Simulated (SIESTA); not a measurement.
# MoS2 under changes of volume

One of the cells (18.105 Å³/atom); the others are scaled copies at fixed shape and fractional positions:

```
Mo S
1.0
     1.59600    0.92145    6.15549
    -1.59600    0.92145    6.15549
     0.00000   -1.84290    6.15549
Mo S
1 2
Direct
  0.00000 0.00000 0.00000
  0.25000 0.25000 0.25000
  0.75000 0.75000 0.75000
```

Measurements of this composition are mostly on another form, of space group No. 194.

* Program: SIESTA 5.4.2
* Functional: PBEsol
* Potentials or basis: PseudoDojo 0.4 standard (PBEsol files)
* Basis: DZP (energy shift 0.003 Ry; two zetas on semicore shells)
* Grid cutoff: 800 Ry
* Energy shift: 0.003 Ry
* k mesh: 10 × 10 × 10
* Occupations: fermi-dirac, width 0.05 eV
* Spin: no spin polarisation

| volume (Å³/atom) | energy over the lowest point (meV/atom) | pressure (GPa) | largest force (eV/Å) |
| --- | --- | --- | --- |
| 16.685 | ? | ? | ? |
| 17.040 | 54.52 | 13.5 | 1.989 |
| 17.395 | 29.18 | 9.5 | 1.561 |
| 18.105 | 2.70 | 2.7 | 0.797 |
| 18.460 | 0.00 | -0.2 | 0.457 |
| 18.815 | 3.44 | -2.8 | 0.141 |

Problem. What does the run at 16.685 Å³/atom give?

Solution. Energy over the lowest point 89.09 meV/atom; pressure 17.8 GPa; largest force 2.451 eV/Å.

Worked out: A Birch-Murnaghan fit of order 3 (a polynomial in V^(-2/3)) to the other rows has its minimum at 18.43 Å³/atom with B0 = V·E''(V) = 145 GPa and B' = 4.3 at fixed shape and positions, which overstates the stiffness. It gives 89.11 meV/atom at 16.685 Å³/atom, against the run's 89.09, and -dE/dV = 17.8 GPa, against 17.8.

Energies are extrapolated to zero smearing.

Caveats: the cell's inner coordinates are idealised or old, which leaves forces on the atoms; the basis of atomic orbitals isn't converged, which shifts pressures, moduli and gaps.
